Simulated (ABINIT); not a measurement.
Crystal: MgS (Niningerite).

```xyz
2
Lattice="0.0000 2.6016 2.6016 2.6016 0.0000 2.6016 2.6016 2.6016 0.0000" Properties=species:S:1:pos:R:3 pbc="T T T"
S     2.6016    2.6016    2.6016
Mg    0.0000    0.0000    0.0000
```

Base run:

```yaml
Program: ABINIT 10.8.3 (patched build)
Functional: PBE
Potentials_or_basis: SPMS NC PBE v1.0
Cutoff: 707 eV
k_mesh: 6 × 6 × 6
Occupations: fixed
Spin: no spin polarisation
```

Its results: band gap on the k mesh 2.78 eV, indirect (least direct gap 3.71 eV); pressure 0.9 GPa.

**Question.** The run is repeated on the same cell with these changes: functional from PBE to HSE06. What comes out?

**Answer.** Band gap on the k mesh 3.84 eV, indirect (least direct gap 4.86 eV); pressure 0.1 GPa.

HSE06 gives the wider gap, since exact exchange removes part of the self-interaction.

Caveats: Libxc's HSE differs a little from that of other programs (some runs); the potentials were made for another functional, which shifts forces and pressure (some runs).

A k mesh can miss the band edges.
